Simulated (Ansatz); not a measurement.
## Bi under changes of volume

One of the cells (33.614 Å³/atom); the others are scaled copies at fixed shape and fractional positions:

```
Bi
1.0
     3.23838    0.00000    0.00000
     0.00000    3.22164    0.00000
    -0.08045    0.00000    6.44389
Bi
2
Direct
  0.54425 0.00000 0.74958
  0.45575 0.00000 0.25042
```

This isn't the form of Bi at room conditions, which is rhombohedral.

```yaml
Program: Ansatz 0.2.0
Functional: PBEsol
Potentials_or_basis: Ansatz PAW
Cutoff: "420 eV (not typed: the program's choice for these potentials)"
k_mesh: 8 × 8 × 4
Occupations: fermi-dirac, width 0.05 eV
Spin: no spin polarisation
```

```tsv
volume (Å³/atom)	energy over the lowest point (meV/atom)	pressure (GPa)	largest force (eV/Å)
31.597	16.21	3.3	0.024
32.270	5.53	1.9	0.018
32.942	0.32	0.6	0.014
33.614	0.00	-0.5	0.013
34.286	?	?	?
34.959	11.92	-2.3	0.019
35.631	23.28	-3.1	0.023
```

Q: What does the run at 34.286 Å³/atom give?

A: Energy over the lowest point 4.02 meV/atom; pressure -1.4 GPa; largest force 0.015 eV/Å.

Worked out: A Birch-Murnaghan fit of order 3 (a polynomial in V^(-2/3)) to the other rows has its minimum at 33.32 Å³/atom with B0 = V·E''(V) = 54 GPa and B' = 4.7 at fixed shape and positions, which overstates the stiffness. It gives 4.01 meV/atom at 34.286 Å³/atom, against the run's 4.02, and -dE/dV = -1.4 GPa, against -1.4.

Energies are extrapolated to zero smearing.

Caveats: the PAW data sets come from PBE, with cores solved anew for the run's functional, which leaves a small shift of forces and pressure.
